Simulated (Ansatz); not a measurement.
# KBr: the band gap up the ladder of functionals

One table from this session's results is given with a row withheld; the runs are named, their logs left out.

Program: Ansatz 0.2.0. PAW datasets, plane waves. Spin-unpolarised throughout; all numbers are computed.

### Starting point

The cell was relaxed beforehand with r2SCAN.

Space group Fm-3m (No. 225), cubic; conventional cell a = 6.604 Å, 36.01 Å³ an atom. K has 6 Br at 3.30 Å; Br has 6 K at 3.30 Å.

Structure file:

```xyz
2
Lattice="0.0000 3.3022 3.3022 3.3022 0.0000 3.3022 3.3022 3.3022 0.0000" Properties=species:S:1:pos:R:3 pbc="T T T"
K     0.0000    0.0000    0.0000
Br    3.3022    3.3022    3.3022
```

Set-up of the first run:

input.yaml reads:

```yaml
crystal:
  lattice:
    - [0.0, 3.3022478291, 3.3022478291]
    - [3.3022478291, 0.0, 3.3022478291]
    - [3.3022478291, 3.3022478291, 0.0]
  atoms:
    - { symbol: K, position: [0.0, 0.0, 0.0] }
    - { symbol: Br, position: [0.5, 0.5, 0.5] }
kpoints:
  mp_grid: { grid: [6, 6, 6] }
  band_path:
    path:
      - [[0.0, 0.0, 0.0], [0.5, 6.384167051475e-34, 0.5], [0.625, 0.25, 0.625]]
      - [[0.375, 0.375, 0.75], [0.0, 0.0, 0.0], [0.5, 0.5, 0.5], [0.5, 0.25, 0.75], [0.5, 6.384167051475e-34, 0.5]]
    npoints: 10
hamiltonian:
  xc: pbe
scf:
  occupations: { method: fermi_dirac, width: 0.02 }
  n_extra_bands: 4
output:
  forces: true
  stress: true
  eigenvalues: true
```

On the command line:

```
> ansatz run input.yaml --threads 4 --pin off --max-ram 7372MiB --backend cpu --events-out ev --progress --plain --runs-dir out
```

Steps of the session up to this table: PBE band path; r2SCAN; Single point with HSE06; PBE+SOC; Single point with PBE0; Single point with LDA; Quasiparticle levels, G0W0@PBE; One-shot GW from PBE; DDH-PBE0 at the same geometry; HSE06+SOC at the same geometry; LC-ωPBE at the same geometry; r2SCANh at the same geometry.

One of the session's tables, all rows but one given; the rest of the session is left out.

| level | gap (eV) |
| --- | --- |
| PBE | 4.43 |
| r2SCAN | 5.07 |
| HSE06 | 5.60 |
| PBE+SOC | 4.27 |
| PBE0 | 6.31 |
| LDA | 4.03 |
| G0W0@PBE (214 empty bands) | 6.93 |
| G0W0@PBE (533 empty bands) | 7.06 |
| DDH-PBE0 | 7.41 |
| HSE06+SOC | 5.42 |
| LC-ωPBE | 10.72 |
| r2SCANh | ? |

**Question.** Estimate the row for r2SCANh.

The run gave: gap (eV): 5.70. In the column «gap (eV)» it lies between HSE06 (5.60) and PBE0 (6.31).

Meshes: PBE 6×6×6, r2SCAN 6×6×6, HSE06 4×4×4, PBE+SOC 6×6×6, PBE0 4×4×4, LDA 6×6×6, DDH-PBE0 4×4×4, HSE06+SOC 4×4×4, LC-ωPBE 4×4×4, r2SCANh 4×4×4.

In words: LDA gives the least gap, 4.03 eV, and LC-ωPBE the largest, 10.72 eV. Against G0W0@PBE, PBE is short by 2.63 eV, at 63 % of it, and r2SCAN 72 %. PBE0 lies 0.71 eV above HSE06, which differs from it by screening the long-range exchange. No extrapolation in bands, cutoff or mesh was made for G0W0.

To keep in mind: Warnings in the runs' records: stress exchange threshold loose, stress scf threshold loose.
